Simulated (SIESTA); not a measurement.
## BN under changes of volume

One of the cells (6.649 Å³/atom); the others are scaled copies at fixed shape and fractional positions:

```
N B
1.0
     4.84734    0.00000    0.00000
     0.00000    2.57407    0.00000
     0.00000    0.00000    4.26324
N B
4 4
Direct
  0.32113 0.75000 0.10649
  0.67887 0.25000 0.89351
  0.17887 0.25000 0.60649
  0.82113 0.75000 0.39351
  0.34041 0.25000 0.90710
  0.15959 0.75000 0.40710
  0.84041 0.25000 0.59290
  0.65959 0.75000 0.09290
```

Measurements of this composition are mostly on another form, of space group No. 194.

| Property | Result |
| --- | --- |
| Program | SIESTA 5.4.2 |
| Functional | PBEsol |
| Potentials or basis | PseudoDojo 0.4 standard (PBEsol files) |
| Basis | DZP (energy shift 0.003 Ry) |
| Grid cutoff | 800 Ry |
| Energy shift | 0.003 Ry |
| k mesh | 4 × 8 × 4 |
| Occupations | fermi-dirac, width 0.05 eV |
| Spin | no spin polarisation |

```csv
volume (Å³/atom),energy over the lowest point (meV/atom),pressure (GPa),gap on the mesh (eV),largest force (eV/Å)
6.378,?,?,?,?
6.514,9.65,13.2,5.90,0.086
6.649,1.75,5.6,5.84,0.063
6.785,0.00,-1.3,5.77,0.136
6.921,3.78,-7.5,5.71,0.222
```

What does the run at 6.378 Å³/atom give?

Energy over the lowest point 24.24 meV/atom; pressure 21.4 GPa; gap on the mesh 5.97 eV; largest force 0.189 eV/Å.

Worked out: A Birch-Murnaghan fit of order 2 (a polynomial in V^(-2/3)) to the other rows has its minimum at 6.76 Å³/atom with B0 = V·E''(V) = 333 GPa at fixed shape and positions, which overstates the stiffness. It gives 24.39 meV/atom at 6.378 Å³/atom, against the run's 24.24, and -dE/dV = 21.7 GPa, against 21.4. A straight line through the other rows of the gap, of slope -3.17 eV per unit of ln V, extrapolates to 5.97 eV, against the run's 5.97.

Energies are extrapolated to zero smearing.

Caveats: the basis of atomic orbitals isn't converged, which shifts pressures, moduli and gaps.

A mesh can miss the band edges.
